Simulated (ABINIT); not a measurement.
Runs of ABINIT 10.8.3 (patched build) on MgS (Niningerite). It takes space group Fm-3m (No. 225, cubic). Conventional cell: a = 5.203 Å, b = 5.203 Å, c = 5.203 Å, α = 90.00°, β = 90.00°, γ = 90.00°. S (site symmetry m-3m) has 6 Mg at 2.60 Å as nearest neighbours. Around Mg (site symmetry m-3m) lie 6 S at 2.60 Å. 

```tsv
level	V0 of scaled cells (Å³/atom)	B0 (GPa)
PBEsol	(c)	78
r2SCAN	17.65	(b)
revPBE	18.29	70
AM05	17.50	76
BLYP	(a)	69
```

Alike in all rows: task equation of state; potentials or basis JTH PAW PBE v2.0; no spin polarisation; cell as given; k mesh 9 × 9 × 9; cutoff (eV) 653; smearing fermi-dirac 0.05 eV.

Question: Fill in the values left out.

Answer: (a) 18.55; (b) 80; (c) 17.41.

Caveats: pressures at fixed basis lie under the slope of the energies; the PAW data sets were made with another functional, which shifts forces and pressure a little.

Runs at the PBE level aren't shown here.
